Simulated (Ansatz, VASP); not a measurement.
Ba in VASP and in Ansatz

```
CELL_PARAMETERS angstrom
-2.51249 2.51249 2.51249
2.51249 -2.51249 2.51249
2.51249 2.51249 -2.51249
ATOMIC_POSITIONS crystal
Ba 0.00000 0.00000 0.00000
```

Alike in both runs: task single point; functional PBE; k mesh 2 × 2 × 2; occupations fermi-dirac, width 0.1 eV; no spin polarisation.

|  | VASP | Ansatz |
| --- | --- | --- |
| version | VASP 6.6.1 | Ansatz 0.2.0 |
| potentials or method | VASP PAW PBE potentials, release 64 (Ba_sv) | plane waves (420 eV) with PAW, scalar-relativistic |
| plane-wave cutoff (eV) | 520 | 420 |
| valence electrons in the cell | 10 | 10 |

```tsv
	VASP	Ansatz	Ansatz less VASP
pressure (GPa)	-4.2	-4.2	0.00
```

The functional is the same, so the differences come from potentials, cutoffs and numerics.

Caveats: the k mesh is coarse (spacing up to 0.88 Å⁻¹), so the values aren't converged. Spin-orbit coupling is left out, which matters for the levels of Ba.
